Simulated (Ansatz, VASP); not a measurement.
## BN: VASP beside Ansatz

```xyz
4
Lattice="2.5423 0.0000 0.0000 -1.2712 2.2017 0.0000 0.0000 0.0000 4.1606" Properties=species:S:1:pos:R:3 pbc="T T T"
B     0.0000    1.4678   -0.0014
B     1.2712    0.7339    2.0789
N     0.0000    1.4678    1.5575
N     1.2712    0.7339    3.6378
```

Change from the starting cell: strained cell.

Alike in both runs: functional PBEsol; k mesh 9 × 9 × 6; occupations gaussian, width 0.02 eV; no spin polarisation.

Ansatz relaxed the structure, and its values are those at the end. VASP's run is a single point on that final structure, the one shown.

```csv
,VASP,Ansatz
version,VASP 6.6.1,Ansatz 0.2.0
potentials or method,"VASP PAW PBE potentials, release 64 (B, N)","scalar-relativistic, plane waves, PAW"
plane-wave cutoff (eV),520,420
valence electrons in the cell,16,16
```

|  | VASP | Ansatz | Ansatz less VASP |
| --- | --- | --- | --- |
| gap on the k mesh at the Fermi level (eV) | 4.98 | 5.00 | +0.013 |
| least direct gap on the mesh (eV) | 8.20 | 8.20 | +0.002 |
| pressure (GPa) | 4.4 | 3.5 | -0.86 |

Ansatz warned: «pseudo_functional_mismatch».

Caveats: the PAW data sets were made with another functional, which shifts forces and pressure a little (VASP); an odd mesh through Γ misses points on the zone boundary, where band edges often lie.
